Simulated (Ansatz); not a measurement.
# fcc Co(111) / fcc Pd(111) interface: specific resistance

How much resistance does one fcc Co(111) / fcc Pd(111) interface add to a current across the layers?

Program: Ansatz 0.2.0. Level of theory: Ansatz plane-wave DFT, PBE, PAW files, collinear spin; ballistic transport by layer matching (Landauer), zero bias; PAW set soft_1, in the first sound run; inputs show where later runs differ. Results are calculated unless marked as measured.

Most raw output is cut from this account.

**1. The structure**

The cell holds 18 atoms: 9 Co and 9 Pd. Its edges and angles: a = 2.628 Å, b = 2.628 Å, c = 38.873 Å, α = 90.0°, β = 90.0°, γ = 120.0°. It derives from Co and Pd. Regions: Co, 9 atoms (9 Co); Pd, 9 atoms (9 Pd). The structure's axis is c.

**2. Transmission: PBE**

Both metals share one in-plane lattice, the mean of the two, each at its own atomic volume. The two leads are named in the middle of each metal, so that only one of the cell's two interfaces is crossed. The mesh across the current, 54×54, is finer than the density's, because channels open and close sharply across the zone. Energies from -0.27 to 0.27 eV in steps of 0.036 eV cover the slope of the Fermi function at 300 K, so the program can form a conductance.

The input, input.yaml:

```yaml
crystal:
  lattice:
    - [2.6277477123, 0.0, 0.0]
    - [-1.3138738562, 2.2756962736, 0.0]
    - [0.0, 0.0, 38.8726898271]
  atoms:
    - { symbol: Co, position: [0.0, 0.0, 0.0257250014], spin: 2.0 }
    - { symbol: Co, position: [0.3333333333, 0.6666666667, 0.0735396751], spin: 2.0 }
    - { symbol: Co, position: [0.6666666667, 0.3333333333, 0.1213543489], spin: 2.0 }
    - { symbol: Co, position: [0.0, 0.0, 0.1691690226], spin: 2.0 }
    - { symbol: Co, position: [0.3333333333, 0.6666666667, 0.2169836963], spin: 2.0 }
    - { symbol: Co, position: [0.6666666667, 0.3333333333, 0.2647983701], spin: 2.0 }
    - { symbol: Co, position: [0.0, 0.0, 0.3126130438], spin: 2.0 }
    - { symbol: Co, position: [0.3333333333, 0.6666666667, 0.3604277175], spin: 2.0 }
    - { symbol: Co, position: [0.6666666667, 0.3333333333, 0.4082423912], spin: 2.0 }
    - { symbol: Pd, position: [0.0, 0.0, 0.4637979468] }
    - { symbol: Pd, position: [0.3333333333, 0.6666666667, 0.5270943842] }
    - { symbol: Pd, position: [0.6666666667, 0.3333333333, 0.5903908216] }
    - { symbol: Pd, position: [0.0, 0.0, 0.6536872589] }
    - { symbol: Pd, position: [0.3333333333, 0.6666666667, 0.7169836963] }
    - { symbol: Pd, position: [0.6666666667, 0.3333333333, 0.7802801337] }
    - { symbol: Pd, position: [0.0, 0.0, 0.8435765711] }
    - { symbol: Pd, position: [0.3333333333, 0.6666666667, 0.9068730085] }
    - { symbol: Pd, position: [0.6666666667, 0.3333333333, 0.9701694458] }
magnetization:
  spin_polarized: true
kpoints:
  mp_grid: { grid: [16, 16, 1] }
hamiltonian:
  xc: pbe
  pseudopotentials: { kind: paw, azcp: { folder: soft_1 } }
scf:
  occupations: { method: fermi_dirac, width: 0.1 }
output:
  transmission:
    leads: [[3, 4], [12, 13]]
    kmesh: [54, 54]
    e_range: [-0.27, 0.27]
    de: 0.036
  write_potential: true
  write_density: true
  volumetric_format: npy
  elf: true
```

Started as:

```sh
$ ansatz run input.yaml --threads 4 --pin off --max-ram 15360MiB --backend cpu --events-out ev --progress --plain --runs-dir out
```

It took 6.7 min on 4 threads of Arm Neoverse V2, shared host; peak memory 2.5 GiB.

Numbers from this step:

```yaml
free_energy: -108889.9137 eV
energy_at_zero_smearing: -108889.5250 eV
fermi_energy: 19.17 eV
magnetization: 16.04 μB
absolute_magnetization: 17.36 μB
cell_area: 5.980 Å²
step_of_the_lead_s_potential: 4.3 meV
ballistic_conductance_of_the_lead: 1.49e15 S/m²
estimated_errors_of_the_lead_s_conductance: 0, 0.9, 0.1 % (band edges, k-mesh, distance from neutral)
lead_conductance_per_cell: 1.150 G₀
step_of_the_upper_lead_s_potential: 0.5 meV
ballistic_conductance_of_the_upper_lead: 1.14e15 S/m²
conductance_of_the_junction: 5.49e14 S/m²
junction_conductance_per_cell: 0.4237 G₀
estimated_errors_of_the_junction_s_conductance: 0.3, 0.6, 2, 3.6, 0.1 % (energy step, band edges, k-mesh, leads' steps, distance from neutral)
area_resistance_that_the_stack_adds_contact_term_taken_off_spin_by_spin: 0.9660 fΩ m²
```

Per spin. Transmission, zone mean against energy, zero at the Fermi level:

```tsv
energy (eV)	T up	T down
-0.270	0.495	0.478
-0.234	0.482	0.472
-0.198	0.477	0.457
-0.162	0.470	0.418
-0.126	0.453	0.400
-0.090	0.444	0.404
-0.054	0.442	0.415
-0.018	0.436	0.399
0.018	0.439	0.418
0.054	0.440	0.410
0.090	0.440	0.405
0.126	0.435	0.408
0.162	0.438	0.381
0.198	0.431	0.343
0.234	0.433	0.303
0.270	0.437	0.267
```

Per spin. The open channels, zone mean by energy, zero at the Fermi level:

```tsv
energy (eV)	lead up	upper lead up	lead down	upper lead down
-0.270	0.707	1.32	1.66	1.32
-0.234	0.711	1.24	1.67	1.25
-0.198	0.728	1.13	1.63	1.14
-0.162	0.732	1.02	1.55	1.04
-0.126	0.738	0.952	1.52	0.952
-0.090	0.742	0.937	1.51	0.941
-0.054	0.746	0.929	1.50	0.925
-0.018	0.754	0.884	1.53	0.888
0.018	0.767	0.873	1.54	0.863
0.054	0.769	0.836	1.58	0.847
0.090	0.777	0.793	1.60	0.801
0.126	0.781	0.779	1.61	0.779
0.162	0.785	0.709	1.65	0.717
0.198	0.789	0.649	1.62	0.662
0.234	0.794	0.582	1.64	0.595
0.270	0.806	0.519	1.65	0.514
```

Transmission over k1 and k2. At -0.0180 eV from the Fermi level (the log's summary may quote the solved energy on the other side of it), spin up.

Values, 12 rows by 16 columns, each cell a mean:
```
0.223 0.319 0.152 0.119 0.059 0.107 0.151 0.309 0.228 0.135 0.000 0.000 0.000 0.000 0.001 0.109
0.129 0.218 0.629 0.446 0.342 0.230 0.412 0.585 0.563 0.161 0.027 0.000 0.000 0.000 0.000 0.000
0.078 0.070 0.623 0.998 0.997 0.996 0.996 0.997 0.973 0.440 0.103 0.040 0.000 0.000 0.000 0.000
0.068 0.034 0.391 0.997 0.994 0.992 0.992 0.992 0.994 0.994 0.496 0.027 0.069 0.006 0.000 0.000
0.122 0.093 0.517 0.997 0.993 0.990 0.985 0.982 0.987 0.992 0.995 0.760 0.237 0.125 0.056 0.024
0.241 0.218 0.836 0.997 0.994 0.990 0.980 0.934 0.879 0.983 0.991 0.995 0.969 0.598 0.367 0.217
0.259 0.321 0.307 0.724 0.996 0.993 0.988 0.971 0.937 0.973 0.988 0.993 0.996 0.955 0.198 0.284
0.006 0.009 0.071 0.112 0.381 0.915 0.994 0.990 0.987 0.986 0.989 0.992 0.996 0.748 0.028 0.144
0.000 0.000 0.000 0.025 0.053 0.117 0.855 0.996 0.994 0.993 0.993 0.994 0.996 0.748 0.009 0.081
0.000 0.000 0.000 0.000 0.005 0.095 0.167 0.792 0.998 0.997 0.997 0.997 0.998 0.939 0.084 0.139
0.021 0.000 0.000 0.000 0.000 0.001 0.098 0.332 0.535 0.252 0.057 0.063 0.229 0.409 0.304 0.254
0.233 0.053 0.001 0.000 0.000 0.000 0.056 0.288 0.234 0.209 0.109 0.061 0.085 0.115 0.259 0.191
```
Columns: k1 (b1) from -0.5 to 0.481; rows upwards: k2 (b2) from -0.5 to 0.481.

Open channels over k1 and k2. At -0.0180 eV from the Fermi level (the log's summary may quote the solved energy on the other side of it), spin up.

Ten even steps from '_' (0.00) to '@' (1.00), each cell a mean:
```
@@@@@@@@@@@@%%++++%%@@@@@@@@@@@@@@%%..__________________==@@
@@@@@@@@@@@@@@@@@@@@@@@@@@@@@@@@@@@@::____________________--
**@@@@@@@@@@@@@@@@@@@@@@@@@@@@@@@@@@%%______________________
==@@@@@@@@@@@@@@@@@@@@@@@@@@@@@@@@@@@@%%..__________________
::@@@@@@@@@@@@@@@@@@@@@@@@@@@@@@@@@@@@@@@@..________________
__%%@@@@@@@@@@@@@@@@@@@@@@@@@@@@@@@@@@@@@@@@--______________
::@@@@@@@@@@@@@@@@@@@@@@@@@@@@@@@@@@@@@@@@@@@@**::__________
==@@@@@@@@@@@@@@@@@@@@@@@@@@@@@@@@@@@@@@@@@@@@@@@@==________
@@@@@@@@@@@@@@@@@@@@@@@@@@@@@@@@@@@@@@@@@@@@@@@@@@@@%%++..::
@@@@@@@@@@@@@@@@@@@@@@@@@@@@@@@@@@@@@@@@@@@@@@@@@@@@@@@@@@@@
@@@@@@@@@@@@@@@@@@@@@@@@@@@@@@@@@@@@@@@@@@@@@@@@@@@@@@@@@@@@
@@@@@@@@@@@@@@@@@@@@@@@@@@@@@@@@@@@@@@@@@@@@@@@@@@@@@@@@@@@@
@@**@@@@@@@@@@@@@@@@@@@@@@@@@@@@@@@@@@@@@@@@@@@@@@@@@@@@@@@@
::____--**@@@@@@@@@@@@@@@@@@@@@@@@@@@@@@@@@@@@@@@@@@@@@@@@@@
__________==@@@@@@@@@@@@@@@@@@@@@@@@@@@@@@@@@@@@@@@@@@@@@@@@
______________==@@@@@@@@@@@@@@@@@@@@@@@@@@@@@@@@@@@@@@@@@@==
________________::%%@@@@@@@@@@@@@@@@@@@@@@@@@@@@@@@@@@@@@@==
__________________::@@@@@@@@@@@@@@@@@@@@@@@@@@@@@@@@@@@@@@@@
____________________..##@@@@@@@@@@@@@@@@@@@@@@@@@@@@@@@@@@@@
==____________________..@@@@@@@@@@@@@@@@@@@@@@@@@@@@@@@@@@@@
@@::____________________==@@@@@@@@@@@@@@@@@@@@@@@@@@@@@@@@@@
@@@@##--______________..##@@@@@@@@@@@@++++::..::++++##@@@@@@
```
Columns: k1 (b1) from -0.5 to 0.481; rows upwards: k2 (b2) from -0.5 to 0.481.

Transmission over k1 and k2. At -0.0180 eV from the Fermi level (the log's summary may quote the solved energy on the other side of it), spin down.

Values, 12 rows by 16 columns, each cell a mean:
```
0.594 0.471 0.480 0.578 0.282 0.646 0.470 0.555 0.478 0.587 0.456 0.163 0.000 0.172 0.386 0.550
0.499 0.415 0.209 0.255 0.317 0.240 0.357 0.219 0.348 0.502 0.413 0.101 0.000 0.000 0.029 0.314
0.412 0.504 0.291 0.186 0.377 0.416 0.443 0.243 0.142 0.326 0.531 0.398 0.000 0.000 0.000 0.062
0.398 0.380 0.278 0.463 0.303 0.709 0.542 0.644 0.431 0.468 0.363 0.156 0.502 0.247 0.162 0.246
0.488 0.407 0.376 0.511 0.380 0.745 0.746 0.733 0.794 0.525 0.388 0.489 0.428 0.354 0.520 0.488
0.599 0.357 0.263 0.211 0.349 0.796 0.741 0.778 0.716 0.725 0.782 0.307 0.231 0.204 0.478 0.584
0.643 0.581 0.345 0.232 0.347 0.572 0.699 0.729 0.776 0.745 0.731 0.575 0.241 0.390 0.246 0.569
0.438 0.486 0.412 0.455 0.419 0.461 0.367 0.763 0.791 0.705 0.817 0.568 0.353 0.536 0.346 0.463
0.207 0.061 0.107 0.341 0.166 0.308 0.555 0.295 0.437 0.459 0.536 0.324 0.276 0.533 0.247 0.364
0.199 0.001 0.000 0.000 0.181 0.557 0.296 0.201 0.139 0.507 0.544 0.540 0.256 0.244 0.268 0.514
0.447 0.173 0.008 0.000 0.027 0.365 0.526 0.486 0.298 0.280 0.309 0.172 0.429 0.237 0.372 0.559
0.618 0.520 0.284 0.136 0.143 0.384 0.528 0.614 0.525 0.592 0.464 0.360 0.493 0.396 0.583 0.543
```
Columns: k1 (b1) from -0.5 to 0.481; rows upwards: k2 (b2) from -0.5 to 0.481.

Spin density in the ca plane at fractional y = 0.000, with atoms of Co and Pd within 0.2 Å of it.

Ten even steps from '0' (0.0 e/Å³) to '9' (5.1 e/Å³), each cell a mean:
```
00000000262000000000000000000000000000000000
00000000010000000000000000000000000000000000
00000000000000000000000000000000000000000000
00000000000000000000000000000000000000000000
00000000000000000000000000000000000000000000
00000000000000000000000000000000000000000000
00000000131000000000000000000000000000000000
00000000494000000000000000000000000000000000
```
Columns run along c (16.0 Å, from fractional 0.23 to 0.64 of the cell), rows up along a (2.6 Å). Atoms in or near the plane, at fractional coordinates: Co at (0.31, 0.00), Pd at (0.46, 0.00).

ELF in the ca plane at fractional y = 0.000, with atoms of Co and Pd within 0.2 Å of it. It is the smooth field of the valence electrons, not physical close to the nuclei.

Values, 5 rows by 16 columns, each cell a mean:
```
0.26 0.25 0.26 0.46 0.26 0.25 0.26 0.25 0.34 0.36 0.22 0.21 0.18 0.18 0.21 0.26
0.22 0.19 0.22 0.21 0.22 0.19 0.22 0.18 0.26 0.31 0.19 0.32 0.22 0.25 0.30 0.20
0.22 0.21 0.23 0.25 0.22 0.21 0.22 0.19 0.22 0.22 0.19 0.38 0.25 0.28 0.36 0.18
0.23 0.19 0.23 0.26 0.23 0.19 0.23 0.19 0.30 0.38 0.20 0.27 0.20 0.22 0.25 0.22
0.28 0.29 0.28 0.57 0.27 0.29 0.27 0.28 0.33 0.32 0.23 0.22 0.17 0.18 0.22 0.27
```
Columns run along c (16.0 Å, from fractional 0.23 to 0.64 of the cell), rows up along a (2.6 Å). Atoms in or near the plane, at fractional coordinates: Co at (0.31, 0.00), Pd at (0.46, 0.00).

Valence density in the ca plane at fractional y = 0.000, with atoms of Co and Pd within 0.2 Å of it. It is the smooth field of the valence electrons, not physical close to the nuclei.

Values in e/Å³, 5 rows by 16 columns, each cell a mean:
```
 0  0  1 13  1  0  0  0  3  8  0  0  0  0  0  1
 0  1  0  1  0  1  0  0  1  1  0  1  0  1  1  0
 1  1  0  0  0  1  1  1  0  0  0  2  1  1  1  0
 0  0  0  2  0  0  0  0  1  3  0  1  0  0  1  0
 0  0  1 22  1  0  0  0  4 11  1  0  0  0  0  1
```
Columns run along c (16.0 Å, from fractional 0.23 to 0.64 of the cell), rows up along a (2.6 Å). Atoms in or near the plane, at fractional coordinates: Co at (0.31, 0.00), Pd at (0.46, 0.00).

The larger of the two leads' potential steps is 4.3 meV from period to period, small in itself. The program estimates the junction's conductance to 2 % from the k-mesh, 0.1 % from the leads' distance from neutral and 3.6 % from their steps.

**3. Resistance: PBE**

This step: Ansatz plane-wave DFT, PBE, PAW files, collinear spin; ballistic transport by layer matching (Landauer), zero bias; specific resistance of one interface, 1/T less the mean of the leads' 1/N; PAW set soft_1 (Ansatz 0.2.0).

Numbers from this step:

| Property | Result |
| --- | --- |
| area resistance | 0.9652 fΩ m² |
| T over the leads' mean channel count | 0.4186 |
| spin asymmetry γ | 0.1904 (R down - R up) / (R down + R up) |
| twice the interface resistance (2AR, or 2AR* for magnets) | 2.003 fΩ m² |

2AR*, the mean of the two spins' resistances, is 2.00 fΩ m² here.

By hand, with means over the energies near the Fermi level: RA per spin = A (h/e²)(1/T − ½[1/N₁ + 1/N₂]); spin up: 5.980×10⁻²⁰ m² × 25 813 Ω × (1/0.4392 − ½[1/0.7591 + 1/0.8807]) = 1.62 fΩ m²; spin down: 5.980×10⁻²⁰ m² × 25 813 Ω × (1/0.4103 − ½[1/1.538 + 1/0.8807]) = 2.38 fΩ m². The spins conduct in parallel, so 1/RA = 1/1.62 + 1/2.38 and RA = 0.965 fΩ m²; γ = (2.38 − 1.62)/(2.38 + 1.62) = 0.19, and 2AR* = (1.62 + 2.38)/2 = 2.00 fΩ m².

**4. Transmission: PBE, coarse mesh, least span asked of the mesh across the current 40 Å**

The same cell on a mesh a third as fine shows what a quick run would give. To save time only the energies from -0.06 to 0.06 eV are solved. The mesh is 18×18 and the cutoff, the files' own for this level, 420 eV.

This step: Ansatz plane-wave DFT, PBE, PAW files, collinear spin; ballistic transport by layer matching (Landauer), zero bias; PAW set soft_1 (Ansatz 0.2.0).

Edit input.yaml of step 2 so:

```diff
@@ -36,5 +36,5 @@
     leads: [[3, 4], [12, 13]]
-    kmesh: [54, 54]
-    e_range: [-0.27, 0.27]
-    de: 0.036
+    kmesh: [18, 18]
+    e_range: [-0.06, 0.06]
+    de: 0.04
   write_potential: true
@@ -42,2 +42 @@
   volumetric_format: npy
-  elf: true
```

Elapsed: 2.3 min, on 4 threads; peak memory 2.5 GiB; 9.3 min of CPU time.

The run finished; it serves as a test, and its numbers are not taken as the result.

**5. Resistance: PBE, coarse mesh**

This step: Ansatz plane-wave DFT, PBE, PAW files, collinear spin; ballistic transport by layer matching (Landauer), zero bias; specific resistance of one interface, 1/T less the mean of the leads' 1/N; PAW set soft_1 (Ansatz 0.2.0).

This step gave:

- area resistance: 0.9908 fΩ m²
- T over the leads' mean channel count: 0.4085
- spin asymmetry γ: 0.2193 (R down - R up) / (R down + R up)
- twice the interface resistance (2AR, or 2AR* for magnets): 2.082 fΩ m²

2AR*, the mean of the two spins' resistances, is 2.08 fΩ m² here, against 2.00 in the first run; 40.8 % of the two leads' mean channel count pass, 41.9 % before.

**6. Transmission: LDA**

The functional changes to LDA at the same atoms, which shifts d bands against the Fermi level. To save time only the energies from -0.06 to 0.06 eV are solved. The mesh is 54×54 and the cutoff, the files' own for this level, 420 eV.

This step: Ansatz plane-wave DFT, LDA, PAW files, collinear spin; ballistic transport by layer matching (Landauer), zero bias; PAW set soft_1 (Ansatz 0.2.0).

Edit input.yaml of step 4 so:

```diff
@@ -29,4 +29,4 @@
 hamiltonian:
-  xc: pbe
-  pseudopotentials: { kind: paw, azcp: { folder: soft_1 } }
+  xc: lda
+  pseudopotentials: { kind: paw, azcp: { folder: soft_1 }, xc_functional: pbe }
 scf:
@@ -36,3 +36,3 @@
     leads: [[3, 4], [12, 13]]
-    kmesh: [18, 18]
+    kmesh: [54, 54]
     e_range: [-0.06, 0.06]
```

It took 3.2 min on 4 threads; peak memory 2.5 GiB; 12 min of CPU time.

Numbers from this step:

```yaml
free_energy: -107164.3949 eV
energy_at_zero_smearing: -107163.9934 eV
fermi_energy: 18.75 eV
magnetization: 15.63 μB
absolute_magnetization: 16.49 μB
step_of_the_lead_s_potential: 2.5 meV
step_of_the_upper_lead_s_potential: 0.6 meV
```

Per spin. The transmission, zone mean by energy, zero at the Fermi level:

```tsv
energy (eV)	T up	T down
-0.0600	0.446	0.440
-0.0200	0.444	0.427
0.0200	0.445	0.443
0.0600	0.445	0.429
```

Nearest the Fermi level spin up passes 0.444 of 0.734 channels of the lower lead and spin down 0.427 of 1.59.

**7. Resistance: LDA**

This step: Ansatz plane-wave DFT, LDA, PAW files, collinear spin; ballistic transport by layer matching (Landauer), zero bias; specific resistance of one interface, 1/T less the mean of the leads' 1/N; PAW set soft_1 (Ansatz 0.2.0).

Numbers from this step:

```
area resistance                                           : 0.9086 fΩ m²
T over the leads' mean channel count                      : 0.4292
spin asymmetry γ                                          : 0.1725 (R down - R up) / (R down + R up)
twice the interface resistance (2AR, or 2AR* for magnets) : 1.873 fΩ m²
```

2AR*, the mean of the two spins' resistances, is 1.87 fΩ m² here, against 2.00 in the first run; 42.9 % of the two leads' mean channel count pass, 41.9 % before.

**8. Transmission: r2SCAN, cutoff 500 eV**

The same with r2SCAN, the dearer rung. To save time only the energies from -0.06 to 0.06 eV are solved. The mesh is 54×54 and the cutoff, the files' own for this level, 500 eV.

This step: Ansatz plane-wave DFT, r2SCAN, PAW files, collinear spin; ballistic transport by layer matching (Landauer), zero bias; PAW set soft_1 (Ansatz 0.2.0).

Edit input.yaml of step 6 so:

```diff
@@ -29,4 +29,4 @@
 hamiltonian:
-  xc: lda
-  pseudopotentials: { kind: paw, azcp: { folder: soft_1 }, xc_functional: pbe }
+  xc: r2scan
+  pseudopotentials: { kind: paw, azcp: { folder: soft_1 } }
 scf:
```

Wall time 7.9 min (4 threads); peak memory 3.5 GiB.

Numbers from this step:

* free energy: -109054.2376 eV
* energy at zero smearing: -109053.9032 eV
* Fermi energy: 19.14 eV
* magnetization: 18.00 μB
* absolute magnetization: 20.32 μB
* step of the lead's potential: 5.2 meV
* step of the upper lead's potential: 1.3 meV

Per spin. Transmission, zone mean against energy, zero at the Fermi level:

```tsv
energy (eV)	T up	T down
-0.0600	0.416	0.325
-0.0200	0.417	0.319
0.0200	0.415	0.325
0.0600	0.412	0.336
```

Nearest the Fermi level spin up passes 0.417 of 0.843 channels of the lower lead and spin down 0.319 of 1.35.

**9. Resistance: r2SCAN**

This step: Ansatz plane-wave DFT, r2SCAN, PAW files, collinear spin; ballistic transport by layer matching (Landauer), zero bias; specific resistance of one interface, 1/T less the mean of the leads' 1/N; PAW set soft_1 (Ansatz 0.2.0).

Numbers from this step:

* area resistance: 1.199 fΩ m²
* T over the leads' mean channel count: 0.3801
* spin asymmetry γ: 0.2658 (R down - R up) / (R down + R up)
* twice the interface resistance (2AR, or 2AR* for magnets): 2.580 fΩ m²

2AR*, the mean of the two spins' resistances, is 2.58 fΩ m² here, against 2.00 in the first run; 38.0 % of the two leads' mean channel count pass, 41.9 % before.

[end of part 1 of 2]

[Logs are printed without paths, hosts, clocks, repeated set-up lines and the standing remarks that a program may print on its own settings, such as how far it seeks lower states.]

[Hosts, paths, dates, database ids (printed as entryN), source tags and the programs' standing remarks are cut or masked in the printed files.]
